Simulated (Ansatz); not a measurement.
A relaxation computed with Ansatz, from input to last step.

```yaml
crystal:
  lattice:
    - [1.2454188203, -2.1563036051, 0.0]
    - [1.2454188203, 2.1563036051, 0.0]
    - [0.0, 0.0, 7.0604176296]
  atoms:
    - { symbol: C, position: [0.0833153235, 0.9166846765, 0.75] }
    - { symbol: C, position: [0.5833153235, 0.4166846765, 0.25] }
    - { symbol: C, position: [0.9166846765, 0.0833153235, 0.25] }
    - { symbol: C, position: [0.4166846765, 0.5833153235, 0.75] }
basis:
  ecutwfc: 420
kpoints:
  mp_grid: { grid: [18, 18, 6] }
hamiltonian:
  xc: pbe
  dispersion: d3bj
scf:
  occupations: { method: gaussian, width: 0.1 }
output:
  forces: true
  stress: true
  eigenvalues: true
relax:
  adjacent_minimum: "off"
  f_tol: 0.01
  max_steps: 30
  cell: { stress_tol: 0.1, fix: [volume] }
```

```bash
ansatz run input.yaml --threads 1 --pin off --max-ram 2560MiB --backend cpu --events-out ev --progress --plain --runs-dir out
```

Computed with DFT PBE+D3(BJ), scalar-relativistic, plane waves, PAW in Ansatz.

The volume is held at 1.06 times that of the relaxed cell.

Of 6 frames 5 are shown, positions in Å and forces in eV/Å; the SCF threshold varies from step to step. Steps run on the plane waves of an earlier cell, with a Pulay correction in the pressure. The basis is chosen afresh for the last frame, the zero of the energies, and at times for earlier ones too; energy and pressure step there, also at an unchanged geometry.

```xyz
4
Lattice="1.2454 -2.1563 0.0000 1.2454 2.1563 0.0000 0.0000 0.0000 7.0604" Properties=species:S:1:pos:R:3:forces:R:3 pbc="T T T" step=1 free_energy_over_end_meV_per_atom=6.04 pressure_GPa=-8.34
C     1.2454    1.7970    5.2953    0.0000   -0.0008    0.0000
C     1.2454   -0.3593    1.7651    0.0000   -0.0008    0.0000
C     1.2454   -1.7970    1.7651    0.0000    0.0008    0.0000
C     1.2454    0.3593    5.2953    0.0000    0.0008    0.0000
4
Lattice="1.2375 -2.1427 0.0000 1.2375 2.1427 0.0000 0.0000 0.0000 7.1507" Properties=species:S:1:pos:R:3:forces:R:3 pbc="T T T" step=2 free_energy_over_end_meV_per_atom=0.68 pressure_GPa=-3.46
C     1.2375    1.7856    5.3630    0.0000   -0.0007    0.0000
C     1.2375   -0.3570    1.7877    0.0000   -0.0007    0.0000
C     1.2375   -1.7856    1.7877    0.0000    0.0007    0.0000
C     1.2375    0.3570    5.3630    0.0000    0.0007    0.0000
4
Lattice="1.2343 -2.1372 0.0000 1.2343 2.1372 0.0000 0.0000 0.0000 7.1879" Properties=species:S:1:pos:R:3:forces:R:3 pbc="T T T" step=3 free_energy_over_end_meV_per_atom=0.21 pressure_GPa=-1.42
C     1.2343    1.7811    5.3909    0.0000   -0.0002    0.0000
C     1.2343   -0.3561    1.7970    0.0000   -0.0002    0.0000
C     1.2343   -1.7811    1.7970    0.0000    0.0002    0.0000
C     1.2343    0.3561    5.3909    0.0000    0.0002    0.0000
4
Lattice="1.2343 -2.1372 0.0000 1.2343 2.1372 0.0000 0.0000 0.0000 7.1879" Properties=species:S:1:pos:R:3:forces:R:3 pbc="T T T" step=4 free_energy_over_end_meV_per_atom=0.00 pressure_GPa=-1.40
C     1.2343    1.7811    5.3909    0.0000   -0.0002    0.0000
C     1.2343   -0.3561    1.7970    0.0000   -0.0002    0.0000
C     1.2343   -1.7811    1.7970    0.0000    0.0002    0.0000
C     1.2343    0.3561    5.3909    0.0000    0.0002    0.0000
4
Lattice="1.2341 -2.1369 0.0000 1.2341 2.1369 0.0000 0.0000 0.0000 7.1899" Properties=species:S:1:pos:R:3:forces:R:3 pbc="T T T" step=6 free_energy_over_end_meV_per_atom=0.00 pressure_GPa=-1.29
C     1.2341    1.7808    5.3924    0.0000   -0.0001    0.0000
C     1.2341   -0.3561    1.7975    0.0000   -0.0001    0.0000
C     1.2341   -1.7808    1.7975    0.0000    0.0001    0.0000
C     1.2341    0.3561    5.3924    0.0000    0.0001    0.0000
```

The run took 67 s on 1 thread of AMD EPYC (Zen 3), with other jobs on the host, peak memory 0.46 GiB.